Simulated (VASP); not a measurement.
Set up this calculation in VASP 6.6.1, as the native input.

- Task: single point
- Functional: PBE0
- Potentials or basis: VASP PAW PBE potentials, release 64 (In_d, As)
- Cutoff: 520 eV
- k mesh: 4 × 4 × 4
- Occupations: fermi-dirac, width 0.05 eV
- Spin: no spin polarisation
- Dipole correction: no
- Exchange at q = 0: truncated
- Grid for exact exchange (PRECFOCK): Normal
- Further INCAR settings: ALGO = Normal; EDIFF = 1e-06; NBANDS = 16

The system is InAs.

```
In As
1.0
     0.00000    2.95639    2.95639
     2.95639    0.00000    2.95639
     2.95639    2.95639    0.00000
In As
1 1
Direct
  0.00000 0.00000 0.00000
  0.75000 0.75000 0.75000
```

These files were run (other wordings do the same):

POSCAR

```
InAs
1.0
    0.0000000000      2.9563908761      2.9563908761
    2.9563908761      0.0000000000      2.9563908761
    2.9563908761      2.9563908761      0.0000000000
In As
1 1
Direct
    0.0000000000      0.0000000000      0.0000000000
    0.7500000000      0.7500000000      0.7500000000
```

INCAR.step1

```
SYSTEM = InAs
PREC = Accurate ; ENCUT = 520
EDIFF = 1E-5 ; ISMEAR = -1
SIGMA = 0.05 ; LREAL = .False.
LASPH = .True. ; NELM = 100
ALGO = Normal ; ISIF = 2
LWAVE = .True. ; NBANDS = 16
GGA = PE
```

INCAR.step2

```
SYSTEM = InAs
PREC = Accurate ; ENCUT = 520
EDIFF = 1E-6 ; ISMEAR = -1
SIGMA = 0.05 ; LREAL = .False.
LASPH = .True. ; NELM = 100
ALGO = Normal ; ISIF = 2
LWAVE = .False. ; LCHARG = .True.
GGA = PE ; LHFCALC = .True.
AEXX = 0.25 ; PRECFOCK = Normal
HFRCUT = -1 ; LELF = .True.
LVHAR = .True. ; NBANDS = 16
ISTART = 1
```

KPOINTS

```
Automatic mesh
0
Gamma
  4 4 4
  0 0 0
```

Potentials or basis: VASP PAW PBE potentials, release 64 (In_d, As).

Launch:

```console
$ cat potpaw_PBE.64/In_d/POTCAR potpaw_PBE.64/As/POTCAR > POTCAR
$ cp INCAR.step1 INCAR
$ mpirun -np 1 vasp_std > vasp.out
$ cp INCAR.step2 INCAR
$ mpirun -np 1 vasp_std > vasp.out
```

It gave:

- Pressure: 6.9 GPa
- Band gap on the k mesh: 1.65 eV, direct

Caveat: the k mesh is coarse (spacing up to 0.46 Å⁻¹), so the values aren't converged, least of all with exact exchange; the PAW data sets were made with another functional, which shifts forces and pressure a little; spin-orbit coupling is left out, which moves the levels of the heavy elements.

Run time: 7.9 min on 1 thread of Intel(R) Xeon(R) Platinum 8375C CPU @ 2.90GHz (Ice Lake) (shared host), peak memory 0.18 GiB.
